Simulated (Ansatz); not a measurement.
Set up this calculation in Ansatz 0.2.0, as the native input.

| Quantity | Value |
| --- | --- |
| Task | elastic constants |
| Functional | PBEsol |
| Potentials or basis | Ansatz PAW |
| Cutoff | 420 eV (not typed: the program's choice for these potentials) |
| k mesh | 5 × 5 × 5 |
| Occupations | fermi-dirac, width 0.05 eV |
| Spin | no spin polarisation |
| Atoms under strain | relaxed |

SnTe:

```
Te Sn
1.0
     3.90470    0.00000    0.00000
     0.00000    3.90470    0.00000
     0.00000    0.00000    3.90470
Te Sn
1 1
Cartesian
  1.9524 1.9524 1.9524
  0.0000 0.0000 0.0000
```

Measurements of this composition are mostly on another form, of space group No. 225.

The input as run:

input.yaml

```yaml
crystal:
  lattice:
    - [3.9047, 0.0, 0.0]
    - [0.0, 3.9047, 0.0]
    - [0.0, 0.0, 3.9047]
  atoms:
    - { symbol: Te, position: [0.5, 0.5, 0.5] }
    - { symbol: Sn, position: [0.0, 0.0, 0.0] }
hamiltonian:
  xc: pbesol
  pseudopotentials: { kind: paw }
kpoints:
  mp_grid: { grid: [5, 5, 5] }
scf:
  occupations: { method: fermi_dirac, width: 0.05 }
output:
  forces: true
  stress: true
elastic:
  mode: relaxed_ion
  stencil: two_point
```

Potentials or basis: Ansatz PAW.

Command:

```bash
$ ansatz run input.yaml --threads 2 --pin off --max-ram 5632MiB --backend cpu --events-out ev --progress --plain --runs-dir out
```

Results of the run:

```json
{
  "Pressure": "-3.2 GPa",
  "Band gap on the k mesh": "none (metal or under the smearing width)",
  "Elastic constants C11, C12, C44": "60, 28, 22 GPa",
  "Voigt bulk modulus": "39 GPa"
}
```

Caveat: the cell is more than 3 GPa from zero pressure, which shifts response properties; elastic constants of metals need much finer meshes, so these are rough; the PAW data sets come from PBE, with cores solved anew for the run's functional, which leaves a small shift of forces and pressure.

It took 1.5 s on 2 threads of AMD EPYC 9R45 96-Core Processor (Zen 5), with other jobs on the host, peak memory 0.42 GiB.
